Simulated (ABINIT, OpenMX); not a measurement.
## LiCl: programs and potentials compared

```
Cl Li
1.0
     0.00000    2.56477    2.56477
     2.56477    0.00000    2.56477
     2.56477    2.56477    0.00000
Cl Li
1 1
Direct
  0.50000 0.50000 0.50000
  0.00000 0.00000 0.00000
```

Alike in all runs: task band structure; functional LDA; k mesh 9 × 9 × 9; occupations fermi-dirac, width 0.05 eV; no spin polarisation; no spin-orbit coupling. LDA stands for any of its common fits. Pressure is positive in compression and, in plane waves, holds the error of the finite cutoff. Gaps are the smaller of the mesh's and the band path's.

| program and potentials | plane-wave cutoff (eV) | notes | band gap (eV) | pressure (GPa) |
| --- | --- | --- | --- | --- |
| ABINIT, PseudoDojo NC SR LDA v0.4.1 standard | 1007 | - | 5.98 | -3.25 |
| ABINIT, JTH PAW LDA v2.0 | 680 | - | 5.98 | -3.20 |
| OpenMX, OpenMX 2013 LDA set, Cl7.0-s2p2d1, Li8.0-s3p1, grid cutoff 300 Ry | - | atomic basis | 6.11 | -2.29 |
| ABINIT, PseudoDojo NC SR LDA v0.4 stringent | 1306 | - | 5.98 | -3.26 |

The band gap spans 5.98 (ABINIT, JTH PAW LDA v2.0) to 6.11 eV (OpenMX, OpenMX 2013 LDA set, Cl7.0-s2p2d1, Li8.0-s3p1, grid cutoff 300 Ry). The pressure spans -3.26 (ABINIT, PseudoDojo NC SR LDA v0.4 stringent) to -2.29 GPa (OpenMX, OpenMX 2013 LDA set, Cl7.0-s2p2d1, Li8.0-s3p1, grid cutoff 300 Ry). Rows in atomic bases carry the error of their basis and grid, which can be large.

Differences between rows come from potentials, basis sets and numerical settings, since the functional is the same but for its coding. Runs on potential files found faulty are left out.
